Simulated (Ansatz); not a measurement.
The system is MnS.

```
Mn S
1.0
     0.00000    2.60450    2.60450
     2.60450    0.00000    2.60450
     2.60450    2.60450    0.00000
Mn S
1 1
Direct
  0.00000 0.00000 0.00000
  0.50000 0.50000 0.50000
```

Base run:

```yaml
Program: Ansatz 0.2.0
Functional: PBE
Potentials_or_basis: Ansatz PAW
Cutoff: 800 eV
Density_cutoff: 3200 eV
k_mesh: 9 × 9 × 9
Occupations: fermi-dirac, width 0.05 eV
Spin: collinear spin, ferromagnetic start
Starting_moments: "[4.0, 0.0] μB"
```

Its results: band gap on the k mesh none (metal or under the smearing width); pressure -2.9 GPa; net moment 4.71 μB per cell; site moments Mn +4.21; S +0.15 μB.

Q: The run is repeated on the same cell with these changes: functional from PBE to LDA; cutoff from 800 eV to 420 eV (not typed: the program's choice for these potentials); hubbard terms from none to Mn d U = 1 eV; hubbard projectors from none to ortho-atomic (the default). What comes out?

A: Band gap on the k mesh none (metal or under the smearing width); pressure -7.7 GPa; net moment 4.81 μB per cell; site moments Mn +4.27; S +0.16 μB.

Several settings changed at once, so the effect can't be laid on one alone.

Caveats: a cell with one magnetic atom can't hold antiferromagnetic order, which such compounds often take; semilocal functionals often make such compounds metallic where correlation or magnetic order opens a gap, which also shifts bond lengths (some runs); the magnetic or orbital state may not be the lowest (some runs); the PAW data sets come from PBE, with cores solved anew for the run's functional, which leaves a small shift of forces and pressure (some runs).
